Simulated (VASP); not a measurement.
**Zr7O16 (a cell with a defect) (Cubic zirconia): single point with PBE**

Zr7O16 (a cell with a defect) (Cubic zirconia):

```
Zr O
1.0
     0.00000    5.07000    5.07000
     5.07000    0.00000    5.07000
     5.07000    5.07000    0.00000
Zr O
7 16
Direct
  0.00000 0.00000 0.50000
  0.00000 0.50000 0.00000
  0.00000 0.50000 0.50000
  0.50000 0.00000 0.00000
  0.50000 0.00000 0.50000
  0.50000 0.50000 0.00000
  0.50000 0.50000 0.50000
  0.13348 0.13348 0.13348
  0.13348 0.13348 0.59957
  0.13348 0.59957 0.13348
  0.13364 0.62212 0.62212
  0.59957 0.13348 0.13348
  0.62212 0.13364 0.62212
  0.62212 0.62212 0.13364
  0.62212 0.62212 0.62212
  0.37788 0.37788 0.37788
  0.37788 0.37788 0.86636
  0.37788 0.86636 0.37788
  0.40043 0.86652 0.86652
  0.86636 0.37788 0.37788
  0.86652 0.40043 0.86652
  0.86652 0.86652 0.40043
  0.86652 0.86652 0.86652
```

The cell isn't the ideal one: Zr vacancy, charge -2, ions relaxed.

```yaml
Program: VASP 6.6.1
Task: single point
Functional: PBE
Potentials_or_basis: VASP PAW PBE potentials, release 64 (Zr_sv, O)
Cutoff: 520 eV
k_mesh: 3 × 3 × 3
Occupations: fermi-dirac, width 0.01 eV
Spin: collinear spin, typed start
Starting_moments: "[0.0, 0.0, 0.0, 0.0, 0.0, 0.0, 0.0, 0.5, 0.5, 0.5, 0.0, 0.5, 0.0, 0.0, 0.0, 0.0, 0.0, 0.0, 0.5, 0.0, 0.5, 0.5, 0.5] μB"
Dipole_correction: no
Charge: -2
Further_INCAR_settings: LREAL = Auto; ALGO = Normal; EDIFF = 1e-06; NBANDS = 111; NELECT = 182.0
```

```json
{
  "Largest force": "0.015 eV/Å",
  "Band gap on the k mesh": "none (metal or under the smearing width)",
  "Net moment": "1.33 μB per cell",
  "Site moments": "Zr -0.01, +0.00; O +0.12, +0.04 μB",
  "Valence electrons inside the program's atomic spheres": "Zr 9.65, 9.76; O 5.06, 5.12"
}
```

Forces in eV/Å, atoms in the order of the input:
```
Zr   0.000  0.000  0.000
Zr   0.000  0.000  0.000
Zr   0.000  0.000  0.000
Zr   0.000  0.000  0.000
Zr   0.000  0.000  0.000
Zr   0.000  0.000  0.000
Zr   0.000  0.000  0.000
O   -0.009 -0.009 -0.009
O    0.009  0.009 -0.009
O    0.009 -0.009  0.009
O    0.003 -0.003 -0.003
O   -0.009  0.009  0.009
O   -0.003  0.003 -0.003
O   -0.003 -0.003  0.003
O    0.003  0.003  0.003
O   -0.003 -0.003 -0.003
O    0.003  0.003 -0.003
O    0.003 -0.003  0.003
O    0.009 -0.009 -0.009
O   -0.003  0.003  0.003
O   -0.009  0.009 -0.009
O   -0.009 -0.009  0.009
O    0.009  0.009  0.009
```

Levels at points of the mesh, in eV from the Fermi level:
Spin up:
| k point | band 89 | band 90 | band 91 | band 92 | band 93 | band 94 |
| --- | --- | --- | --- | --- | --- | --- |
| (0.00, 0.00, 0.00) | -0.35 | 0.05 | 0.05 | 0.33 | 3.73 | 3.73 |
Spin down:
| k point | band 87 | band 88 | band 89 | band 90 | band 91 | band 92 | band 93 | band 94 |
| --- | --- | --- | --- | --- | --- | --- | --- | --- |
| (0.00, 0.00, 0.00) | -0.20 | -0.20 | -0.20 | 0.14 | 0.14 | 0.58 | 3.71 | 3.71 |

It took 9 min on 1 thread of Intel(R) Xeon(R) Platinum 8488C (Sapphire Rapids) (shared host), peak memory 0.57 GiB.

Caveat: the cell carries a net charge on a neutralising background, which shifts energy and pressure; the cell is charged against a uniform background, so pressure and absolute levels hang on convention.
